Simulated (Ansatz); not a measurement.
Runs of Ansatz 0.2.0 on MnS. The structure is cubic, space group F-43m (No. 216). The conventional cell has a = 4.947 Å, b = 4.947 Å, c = 4.947 Å, α = 90.00°, β = 90.00°, γ = 90.00°. Around Mn (site symmetry -43m) lie 4 S at 2.14 Å. S (site symmetry -43m) has 4 Mn at 2.14 Å as nearest neighbours. The cell is a database's computed one.

```csv
task,level,potentials or basis,cell,k mesh,cutoff (eV),smearing,basis error allowed,gap on the mesh (eV),pressure (GPa),moment (μB),relaxed volume (Å³/atom)
relaxation of cell and atoms,PBEsol+D4,"all-electron LAPW, scalar-relativistic",relaxed,9 × 9 × 9,-,fermi-dirac 0.05 eV,0.001 eV/atom,-,0.0,(c),(a)
band structure,PBEsol,"all-electron LAPW, inner shells corrected to Dirac's equation",as given,9 × 9 × 9,344,fermi-dirac 0.05 eV,0.001 eV/atom,-,-3.0,0.24,-
relaxation of cell and atoms,PBEsol,"all-electron LAPW, scalar-relativistic",relaxed to 5 GPa,9 × 9 × 9,-,fermi-dirac 0.05 eV,0.001 eV/atom,-,5.0,0.17,-
relaxation of cell and atoms,PBEsol,"all-electron LAPW, scalar-relativistic",relaxed to 10 GPa,9 × 9 × 9,-,fermi-dirac 0.05 eV,0.001 eV/atom,-,10.0,(b),-
single point,PBE,"all-electron LAPW, scalar-relativistic",as given,9 × 9 × 9,344,gaussian 0.025 eV,0.001 eV/atom,none,2.9,0.23,-
phonons,PBEsol,"all-electron LAPW, scalar-relativistic",as given,7 × 7 × 7,371,fermi-dirac 0.05 eV,0.001 eV/atom,none,-,0.27,-
band structure,PBEsol,all-electron PAW datasets made for the crystal,as given,9 × 9 × 9,340,fermi-dirac 0.05 eV,-,-,-3.0,0.24,-
relaxation of cell and atoms,PBEsol,"all-electron LAPW, scalar-relativistic",relaxed,9 × 9 × 9,-,fermi-dirac 0.05 eV,0.001 eV/atom,-,0.0,0.22,14.82
```

Alike in all rows: spin collinear, ferromagnetic start.

Estimate the missing entries.

(a) 14.55; (b) 0.11; (c) 0.19.

Caveats: the moment fell far below its start of 4 μB, so a state of higher moment may lie lower in energy; the starting moments weren't kept (some runs); semilocal functionals often make such compounds metallic where correlation or magnetic order opens a gap, which also shifts bond lengths (some runs); the k mesh is thin for a metal, which can move the energy by tens of meV per atom (some runs); a metal's response needs a denser mesh (some runs); the program listed the state as in doubt (some runs).

A gap of «none» marks a metal or a gap under the smearing width.

The runs don't all hold the same shells in valence.
